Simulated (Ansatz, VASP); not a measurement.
# Cross-check of PbSe (Clausthalite) between VASP and Ansatz, part 2 of 2

One calculation is typed for both programs; each brings its own data sets and cutoff. How far apart do they land? The cell is taken from a series of VASP runs on this material, whose earlier steps may have relaxed, scaled or displaced it; both programs get it as it stands.

VASP 6.6.1 and Ansatz 0.2.0.

So far. Step 4 (Side by side): The walks stopped with 0.00 GPa left in Ansatz and -0.01 GPa in VASP; each walk ends within a tolerance, so the volume difference is uncertain by about these residues over the bulk modulus, most in soft cells.

## 5. VASP: relaxation of cell and atoms, r2SCAN with rVV10

Level of this step: r2SCAN with rVV10; plane waves and PAW (Pb_d, Se) (VASP).

The relaxed volume is the usual yardstick between codes: its relative difference is about their pressure difference at one cell divided by the bulk modulus. The cell compared in this pair holds 58.07 Å³, against 59.06 Å³ for the pair before.

INCAR reads:

```
SYSTEM = PbSe
PREC = Accurate
ENCUT = 450
EDIFF = 1E-06
NELM = 100
ISMEAR = 0
SIGMA = 0.03
LREAL = .FALSE.
ALGO = Normal
METAGGA = R2SCAN
LUSE_VDW = .TRUE.
IVDW_NL = 2
BPARAM = 11.95
CPARAM = 0.0093
LASPH = .TRUE.
NBANDS = 16
LORBIT = 11
LWAVE = .FALSE.
LCHARG = .FALSE.
KPAR = 4
IBRION = 2
NSW = 50
ISIF = 3
EDIFFG = -0.006
```

POSCAR reads:

```
PbSe
1.0
    0.0000000000      3.0735102477      3.0735102477
    3.0735102477      0.0000000000      3.0735102477
    3.0735102477      3.0735102477      0.0000000000
Pb Se
1 1
Direct
    0.0000000000      0.0000000000      0.0000000000
    0.5000000000      0.5000000000      0.5000000000
```

KPOINTS reads:

```
Automatic mesh
0
Gamma
6 6 6
0 0 0
```

PAW data sets: Pb_d and Se (PBE family, release 64).

Run with:

```
> mpirun -np 4 vasp_std
```

Numbers of over 12 decimals in the logs are rounded to 6 here.

The log of the run:

```text
[banner, memory and clock lines left out]
running    4 mpi-ranks, on    1 nodes
[...]
|                                                                             |
|               ----> ADVICE to this user running VASP <----                  |
|                                                                             |
|     You have switched on vdW-DFT.                                           |
|     This routine was written and supplied by Jiri Klimes. We recommend      |
|     that you carefully read and cite the following publications:            |
|       J. Klimes, D.R. Bowler, A. Michelides                                 |
|          J. Phys.: Cond Matt. 22 022201 (2010)                              |
|       J. Klimes, D.R. Bowler, A. Michelides                                 |
|          Phys. Rev. B. 83, 195131 (2011)                                    |
|     and references therein.                                                 |
|                                                                             |

[...]
DAV:  11    -0.714158444465E+02   -0.73346E-04   -0.33785E-04   672   0.240E-01    0.387E-02
Total rVV10 correction in eV:      0.5218998    22.7561796
Total rVV10 correction in eV:      0.5218998    22.7561796
Total rVV10 correction in eV:      0.5218998    22.7561796
Total rVV10 correction in eV:      0.5218998    22.7561796
DAV:  12    -0.714158214417E+02    0.23005E-04   -0.66794E-05   680   0.126E-01    0.611E-03
Total rVV10 correction in eV:      0.5219376    22.7561796
Total rVV10 correction in eV:      0.5219376    22.7561796
Total rVV10 correction in eV:      0.5219376    22.7561796
Total rVV10 correction in eV:      0.5219376    22.7561796
DAV:  13    -0.714158215998E+02   -0.15807E-06   -0.63851E-06   712   0.324E-02
Total rVV10 correction in eV:      0.5219274    22.7561796
Total rVV10 correction in eV:      0.5219274    22.7561796
Total rVV10 correction in eV:      0.5219274    22.7561796
Total rVV10 correction in eV:      0.5219274    22.7561796
Total rVV10 correction in eV:      0.5219345    22.7561796
Total rVV10 correction in eV:      0.5219345    22.7561796
Total rVV10 correction in eV:      0.5219345    22.7561796
Total rVV10 correction in eV:      0.5219345    22.7561796
   1 F= -.71415822E+02 E0= -.71415822E+02  d E =-.714158E+02
[...]
reached required accuracy - stopping structural energy minimisation
```

OUTCAR, selected parts (step 5):

```text
  Total       -0.0033367     -0.0033367     -0.0033367      0.0000000     -0.0000000     -0.0000000
  in kB       -0.0920635     -0.0920635     -0.0920635      0.0000000     -0.0000000     -0.0000000
  external PRESSURE =      -0.0920635 kB  Pullay stress =       0.0000000 kB

 POSITION                                       TOTAL-FORCE (eV/Angst)
 -----------------------------------------------------------------------------------
      0.00000      0.00000      0.00000         0.000000     -0.000000      0.000000
      3.07351      3.07351      3.07351        -0.000000      0.000000     -0.000000
 -----------------------------------------------------------------------------------
    total drift:                               -0.000000      0.000000      0.000000

  FREE ENERGIE OF THE ION-ELECTRON SYSTEM (eV)
  ---------------------------------------------------
  free  energy   TOTEN  =       -71.4158215998 eV

  energy  without entropy=      -71.4158215998  energy(sigma->0) =      -71.41582160

[... 2 parts as in an earlier step ...]

[... 2 further parts left out ...]
[key lines of the parts left out:]
E-fermi :   4.8782
```

## 6. Ansatz: relaxation of cell and atoms, r2SCAN with rVV10

The same cell, functional, mesh and smearing now go to Ansatz, which takes its cutoff from its data sets.

The cell is taken from a series of VASP runs on this material, whose earlier steps may have relaxed, scaled or displaced it; both programs get it as it stands.

input.yaml reads:

```yaml
crystal:
  lattice:
    - [0.0, 3.0735102477, 3.0735102477]
    - [3.0735102477, 0.0, 3.0735102477]
    - [3.0735102477, 3.0735102477, 0.0]
  atoms:
    - { symbol: Pb, position: [0.0, 0.0, 0.0] }
    - { symbol: Se, position: [0.5, 0.5, 0.5] }
hamiltonian:
  xc: r2scan
  pseudopotentials: { kind: paw }
  dispersion: rvv10
kpoints:
  mp_grid: { grid: [6, 6, 6] }
scf:
  occupations: { method: gaussian, width: 0.03 }
relax:
  f_tol: 0.01
  max_steps: 60
  cell: { stress_tol: 0.05 }
output:
  forces: true
  stress: true
```

Run with:

```
> ansatz run input.yaml --threads 4 --pin off --max-ram 9216MiB --backend cpu --events-out ev --progress --plain --runs-dir out
```

The log of the run:

```text
[...]
Crystal: 2 atoms, lattice volume = 58.068 Å³
Basis set: ecut = 500 eV, 1459 PW (Γ), exchange–correlation on 144×144×144 points (64 copies of the dense FFT grid, shifted against one another)
Bands: 19, of which v1, the nominal top of the filled ones, is band 15 counted from 1 (14 counted from 0)
Symmetry: 48 space group operations
[...]
k-points: 16 of 216
[...]
-0.000801      -0.000000      -0.000000
       -0.000000      -0.000801      -0.000000
       -0.000000      -0.000000      -0.000801
  P = ⅓ Tr σ = -0.0008 GPa (-0.008 kbar)
--- Relaxed structure (3 steps of the walk, 3 accepted, 1 SCFs on fresh bases) ---
[...]
cell:  # Å, volume = 57.8514 Å³
    - [0, 3.069691, 3.069691]
    - [3.069691, 0, 3.069691]
    - [3.069691, 3.069691, 0]
  atoms:
    - { symbol: Pb, position: [0, 0, 0] }
    - { symbol: Se, position: [0.5, 0.5, 0.5] }
[key lines of the parts left out:]
SCF converged after 5 iterations
Free energy (F): -17395.753133 eV
Fermi energy:    8.996827 eV
```

Elapsed: 5.9 s, on 4 threads of Arm Neoverse V2, shared host; peak memory 0.55 GiB; 21 s of CPU time.

## 7. Comparison

Compared:

```csv
quantity,Ansatz,VASP,difference
volume (Å³),57.85,58.07,-0.37 %
"edge a after relaxation, in the typed setting (Å)",4.341,4.347,-0.12 %
```

The walks stopped with 0.00 GPa left in Ansatz and -0.01 GPa in VASP; each walk ends within a tolerance, so the volume difference is uncertain by about these residues over the bulk modulus, most in soft cells.

## 8. Summary of results

```
difference in volume (relaxation of cell and atoms, r2SCAN)            : -0.10 %
difference in volume (relaxation of cell and atoms, r2SCAN with rVV10) : -0.37 %
```

What this shows: The difference in volume is -0.37 % (relaxation of cell and atoms, r2SCAN with rVV10), within the 1.2 % picked in this series as the mark of a large difference, as far as the stopping tolerances let one tell. Such differences can come from data sets, numerical settings and the points named under the comparisons, not from the functional's error against experiment.

[Lines on the potential files, build, host, timing and source positions are cut from VASP's logs without a mark.]

[Logs are printed without paths, hosts, clocks, repeated set-up lines and the standing remarks that a program may print on its own settings, such as how far it seeks lower states.]

[Hosts, paths, dates, database ids (printed as entryN), source tags and the programs' standing remarks are cut or masked in the printed files.]
